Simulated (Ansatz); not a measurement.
**InAs: a line through an energy map**

One line of a two-coordinate grid on InAs (F-43m, No. 216; 2 atoms in the cell): c/a of the conventional cell is varied, at volume per atom = 24.86 Å³.

The COD entry's cell or inner coordinates are ideal or old and differ from later refinements, so a difference from it is no clean test against experiment.

Method: DFT PBE, scalar-relativistic, plane waves, PAW, in Ansatz 0.2.0.

1 further run of the same task is left out (set aside as unsound or not needed).

**1. The structure to begin with**

The structure is cubic, space group F-43m (No. 216). Conventional cell: a = 6.187 Å, b = 6.187 Å, c = 6.187 Å, α = 90.00°, β = 90.00°, γ = 90.00°. In (site symmetry -43m) is surrounded by 4 As at 2.68 Å. As (site symmetry -43m) has 4 In at 2.68 Å as nearest neighbours.

As a file:

```xyz
2
Lattice="0.0000 3.0934 3.0934 3.0934 0.0000 3.0934 3.0934 3.0934 0.0000" Properties=species:S:1:pos:R:3 pbc="T T T"
In    0.0000    0.0000    0.0000
As    4.6401    4.6401    4.6401
```

It is the result of an earlier relaxation at this level (volume 29.60 Å³/atom; gap on the mesh: none (metal)).

**2. The scan**

The energy is mapped over volume and the cell's shape.

First coordinate, volume per atom: 5 values from 24.86 to 34.34 Å³. Second coordinate, c/a of the conventional cell: 5 values from 0.834 to 1.200.

Nothing else is relaxed (symmetry fixes all fractional coordinates). Energies count from the relaxed crystal. Points are written as (first, second).

**3. The run at (24.86 Å³, 0.834)**

File input.yaml:

```yaml
crystal:
  lattice:
    - [0.0, 2.5852425295, 3.1012986198]
    - [3.1012986198, 0.0, 3.1012986198]
    - [3.1012986198, 2.5852425295, 0.0]
  atoms:
    - { symbol: In, position: [0.0, 0.0, 0.0] }
    - { symbol: As, position: [0.75, 0.75, 0.75] }
basis:
  ecutwfc: 420
kpoints:
  mp_grid: { grid: [14, 14, 14] }
hamiltonian:
  xc: pbe
  pseudopotentials: { kind: paw, azcp: { folder: soft_1 } }
scf:
  occupations: { method: gaussian, width: 0.15 }
output:
  forces: true
  stress: true
  eigenvalues: true
```

Command:

```console
> ansatz run input.yaml --threads 1 --pin off --max-ram 2048MiB --backend cpu --events-out ev --progress --plain --runs-dir out
```

Further runs follow: the other points of the line.

What does the calculation give? Wanted: for each run, c/a of the conventional cell; energy; slope; pressure.

The runs gave:

| c/a of the conventional cell | step | energy (meV/atom) | slope (meV/atom per unit) | pressure (GPa) | band gap on the k-mesh (eV) |
| --- | --- | --- | --- | --- | --- |
| 0.834 | 3 | 189 | −294 | 11.56 | 0.21 |
| 0.913 | 4 | 169 | −192 | 12.47 | 0.05 |
| 1.000 | 5 | 160 | 0 | 12.78 | 0.34 |
| 1.095 | 6 | 174 | 300 | 12.50 | 0.00 |
| 1.200 | 7 | 225 | 686 | 11.79 | 0.00 |

Energies count from the relaxed crystal. Slopes come from the forces (and the stress, where the cell changes), not from differences of energies.

**Reading.** Along the line the energy is lowest at 1.000, 160 meV/atom from the zero. A fit to energies and slopes at the lowest point and its two neighbours puts the minimum at 1.0000, with a curvature of about 2700 meV/atom per (unit)². The highest point computed, at 1.200, lies 65 meV/atom above the lowest. The gap on the mesh reads zero on part of the line; semilocal functionals close small gaps early. This is one cut through a surface in two coordinates; the map's lowest point lies off it. The gap on the mesh closes on part of the grid.

Counted by bands, a gap of 0.12 eV stays open on the mesh in one run that reads as metallic: the smearing reaches across it.
